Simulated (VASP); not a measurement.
# TiAl (P-6m2) in VASP: a series of runs, part 2 of 2

VASP 6.6.1.

**3. Single point, r2SCAN**

The input, INCAR:

```
SYSTEM = TiAl
PREC = Accurate
ENCUT = 520
EDIFF = 1E-6
ISMEAR = 0
SIGMA = 0.1
LREAL = .FALSE.
LASPH = .TRUE.
NELM = 60
ALGO = Normal
ISIF = 2
LWAVE = .FALSE.
LCHARG = .TRUE.
METAGGA = R2SCAN
LMIXTAU = .TRUE.
LELF = .TRUE.
LVHAR = .TRUE.
```

The input, KPOINTS:

```
regular mesh
0
G
  18 18 10
  0 0 0
```

The input, POSCAR:

```
TiAl
1.0
    2.8469800000      0.0000000000      0.0000000000
   -1.4234900000      2.4655600000      0.0000000000
    0.0000000000      0.0000000000      4.6212100000
Ti Al
1 1
Direct
    0.0000000000      1.0000000000      0.0000000000
    0.3333300000      0.6666700000      0.5000000000
```

Potentials or basis: VASP PAW PBE potentials, release 64 (Ti_sv, Al).

Started as:

```
$ cat potpaw_PBE.64/Ti_sv/POTCAR potpaw_PBE.64/Al/POTCAR > POTCAR
$ mpirun -np 1 vasp_std > vasp.out
```

OUTCAR:

```text
SYSTEM = TiAl
   PREC = Accurate
   ENCUT = 520
   EDIFF = 1E-6
   ISMEAR = 0
   LREAL = .FALSE.
   LASPH = .TRUE.
   NELM = 60
   ISIF = 2
   METAGGA = R2SCAN

 ion  position               nearest neighbor table
   1  0.000  0.000  0.000-   2 2.84   2 2.84   2 2.84   2 2.84   2 2.84   2 2.84
   2  0.333  0.667  0.500-   1 2.84   1 2.84   1 2.84   1 2.84   1 2.84   1 2.84

  LATTYP: Found a hexagonal cell.
 ALAT       =     2.8469800000
 C/A-ratio  =     1.6231972125

  Lattice vectors:

 A1 = (   2.8469800000,   0.0000000000,   0.0000000000)
 A2 = (  -1.4234900000,   2.4655600000,   0.0000000000)
 A3 = (   0.0000000000,   0.0000000000,   4.6212100000)

Analysis of symmetry for initial positions (statically):
=====================================================================
 Subroutine PRICEL returns:
 Original cell was already a primitive cell.

 Routine SETGRP: Setting up the symmetry group for a
 hexagonal supercell.

 Subroutine GETGRP returns: Found  4 space group operations
 (whereof  4 operations were pure point group operations)
 out of a pool of 24 trial point group operations.

The static configuration has the point symmetry C_2v.

Analysis of symmetry for dynamics (positions and initial velocities):
=====================================================================
 Subroutine PRICEL returns:
 Original cell was already a primitive cell.

 Routine SETGRP: Setting up the symmetry group for a
 hexagonal supercell.

 Subroutine GETGRP returns: Found  4 space group operations
 (whereof  4 operations were pure point group operations)
 out of a pool of 24 trial point group operations.

The dynamic configuration has the point symmetry C_2v.

 Subroutine INISYM returns: Found  4 space group operations
 (whereof  4 operations are pure point group operations),
 and found     1 'primitive' translations

----------------------------------------------------------------------------------------

                                     Primitive cell

  volume of cell :      32.4381

  direct lattice vectors                    reciprocal lattice vectors
     2.846980000  0.000000000  0.000000000     0.351249394  0.202793686  0.000000000
    -1.423490000  2.465560000  0.000000000     0.000000000  0.405587372  0.000000000
     0.000000000  0.000000000  4.621210000     0.000000000  0.000000000  0.216393542

  length of vectors
     2.846980000  2.846982595  4.621210000     0.405587741  0.405587372  0.216393542

  position of ions in fractional coordinates (direct lattice)
     0.000000000  0.000000000  0.000000000
     0.333330000  0.666670000  0.500000000

  ion indices of the primitive-cell ions
   primitive index   ion index
                 1           1
                 2           2

----------------------------------------------------------------------------------------

 KPOINTS: regular mesh

Automatic generation of k-mesh.
 Grid dimensions read from file:
 generate k-points for:   18   18   10

 Generating k-lattice:

[... 22 lines left out ...]
 -0.111111  0.111111  0.000000      2.000000
  0.166667 -0.000000  0.000000      4.000000
[... 16 lines left out ...]
 -0.055556  0.166667  0.000000      4.000000
 -0.166667  0.111111  0.000000      4.000000
 [... further k-points ...]
   k-points           NKPTS =    546   k-points in BZ     NKDIM =    546   number of bands    NBANDS=     11
   number of dos      NEDOS =    301   number of ions     NIONS =      2
   total plane-waves  NPLWV =  20736
   dimension x,y,z NGX =    24 NGY =   24 NGZ =   36
   dimension x,y,z NGXF=    48 NGYF=   48 NGZF=   72
   ions per type =               1   1
   NGX,Y,Z   is equivalent  to a cutoff of  14.01, 14.01, 12.95 a.u.
   NGXF,Y,Z  is equivalent  to a cutoff of  28.03, 28.03, 25.90 a.u.
 SYSTEM =  TiAl
   PREC   = accura    normal or accurate (medium, high low for compatibility)
   ISTART =      0    job   : 0-new  1-cont  2-samecut
   ICHARG =      2    charge: 1-file 2-atom 10-const
   ISPIN  =      1    spin polarized calculation?
   LNONCOLLINEAR =      F non collinear calculations
   LSORBIT =      F    spin-orbit coupling
   LASPH  =      T    aspherical Exc in radial PAW
   ENCUT  =  520.0 eV  38.22 Ry    6.18 a.u.   5.29  5.29  8.59*2*pi/ulx,y,z
   NELM   =     60;   NELMIN=  2; NELMDL= -5     # of ELM steps
   EDIFF  = 0.1E-05   stopping-criterion for ELM
   LREAL  =      F    real-space projection
   EDIFFG = 0.1E-04   stopping-criterion for IOM
   NSW    =      0    number of steps for IOM
   IBRION =     -1    ionic relax: 0-MD 1-quasi-New 2-CG
   NFREE  =      0    steps in history (QN), initial steepest desc. (CG)
   ISIF   =      2    stress and relaxation
   ISYM   =      2    0-nonsym 1-usesym 2-fastsym
   POTIM  = 0.5000    time-step for ionic-motion
   TEBEG  =    0.0;   TEEND  =   0.0 temperature during run
   PSTRESS=    0.0 pullay stress
   NELECT =      15.0000    total number of electrons
   NUPDOWN=      -1.0000    fix difference up-down
   EMIN   =  10.00;   EMAX   =-10.00  energy-range for DOS
   EFERMI =   0.00;   METHOD = LEGACY
   ISMEAR =     0;   SIGMA  =   0.10  broadening in eV -4-tet -1-fermi 0-gaus
   EFERMI_NEDOS =   21; number of points for ismear=-14 and -15
   IALGO  =     38    algorithm
   IMIX   =      4    mixing-type and parameters
     AMIX     =   0.40;   BMIX     =  1.00
     AMIX_MAG =   1.60;   BMIX_MAG =  1.00
  volume/ion in A,a.u.               =      16.22       109.45
  Fermi-wavevector in a.u.,A,eV,Ry     =   1.265960  2.392318 21.805445  1.602655
  Thomas-Fermi vector in A             =   2.399186
   LORBIT       =      0    0 simple, 1 ext, 2 COOP (PROOUT), +10 PAW based schemes
   METAGGA = R2SCAN    functional components
   LHFCALC =     F    Hartree Fock is set to
   AEXX    =    0.0000 exact exchange contribution
   IVDW    =     0    specifies the selected vdW correction
   LEPSILON=     F    determine dielectric tensor
   LRPA    =     F    only Hartree local field effects (RPA)
 non-spin polarized calculation
 Gauss-broadening in eV      SIGMA  =   0.10
  energy-cutoff  :      520.00
  volume of cell :       32.44
 maximum number of plane-waves:       887
 NGX is ok and might be reduce to    24
   NGX = 11   NGY = 11   NGZ = 17

 number of electron      15.0000005 magnetization

 Free energy of the ion-electron system (eV)
  ---------------------------------------------------
  ext. energy  EPLUGINS =         0.00000000
  ---------------------------------------------------
  free energy    TOTEN  =       -20.23774924 eV

  energy without entropy =      -20.22643455  energy(sigma->0) =      -20.23209189

 E-fermi :   8.1027     XC(G=0): -11.8674

 val. band max:        8.1025033407   @ k =   0.3889   0.3333   0.3000
 cond. band min:       8.1221400237   @ k =  -0.1111   0.3889   0.3000
 fundamental gap:      0.0196366830
 Fermi energy:         8.1027056524

 k-point     1 :       0.0000    0.0000    0.0000
  band No.  band energies     occupation
      1     -50.6895      2.00000
      2     -25.9719      2.00000
      3     -25.5154      2.00000
      4     -25.5154      2.00000
      5      -1.4656      2.00000
      6       5.6673      2.00000
      7       6.0467      2.00000
      8       9.5718      0.00000
      9       9.5718      0.00000
     10      11.2490      0.00000
     11      11.2490      0.00000
[... 309 lines left out ...]
 k-point    24 :      -0.1667    0.1111    0.0000
  band No.  band energies     occupation
      1     -50.6680      2.00000
      2     -25.9507      2.00000
      3     -25.6455      2.00000
      4     -25.5466      2.00000
      5      -0.8924      2.00000
      6       6.1365      2.00000
      7       6.2478      2.00000
      8       9.0454      0.00000
      9      10.0332      0.00000
     10      11.0772      0.00000
     11      11.3783      0.00000

 [... further k-points ...]

------------------------ aborting loop because EDIFF is reached ----------------------------------------

  FORCE on cell =-STRESS in cart. coord.  units (eV):
  Direction    XX          YY          ZZ          XY          YZ          ZX
  --------------------------------------------------------------------------------------
  -------------------------------------------------------------------------------------
  Total        0.4484438      0.4483089      0.3695400     -0.0001177      0.0000000      0.0000000
  in kB       22.1494469     22.1427872     18.2522474     -0.0058141      0.0000000      0.0000000
  external PRESSURE =      20.8481605 kB  Pullay stress =       0.0000000 kB

 VOLUME and BASIS-vectors are now :
 -----------------------------------------------------------------------------
  energy-cutoff  :      520.00
  volume of cell :       32.44
      direct lattice vectors                 reciprocal lattice vectors
     2.846980000  0.000000000  0.000000000     0.351249394  0.202793686  0.000000000
    -1.423490000  2.465560000  0.000000000     0.000000000  0.405587372  0.000000000
     0.000000000  0.000000000  4.621210000     0.000000000  0.000000000  0.216393542

 POSITION                                       TOTAL-FORCE (eV/Angst)
 -----------------------------------------------------------------------------------
      0.00000      0.00000      0.00000        -0.000045      0.000026      0.000000
     -0.00001      1.64371      2.31060         0.000045     -0.000026      0.000000
 -----------------------------------------------------------------------------------
    total drift:                                0.000001      0.000002     -0.000000

  FREE ENERGIE OF THE ION-ELECTRON SYSTEM (eV)
  ---------------------------------------------------
  free  energy   TOTEN  =       -20.2377492383 eV

  energy  without entropy=      -20.2264345492  energy(sigma->0) =      -20.23209189
```

It took 4.3 min on 1 thread of Intel Xeon 6975P-C (Granite Rapids), shared host; peak memory 0.35 GiB.

What came out:

| Item | Value |
| --- | --- |
| Free energy | -20.2377 eV |
| Pressure | 2.1 GPa |
| Band gap on the k mesh | none (metal or under the smearing width) |

Caveat: the PAW data sets were made with another functional, which shifts forces and pressure a little.
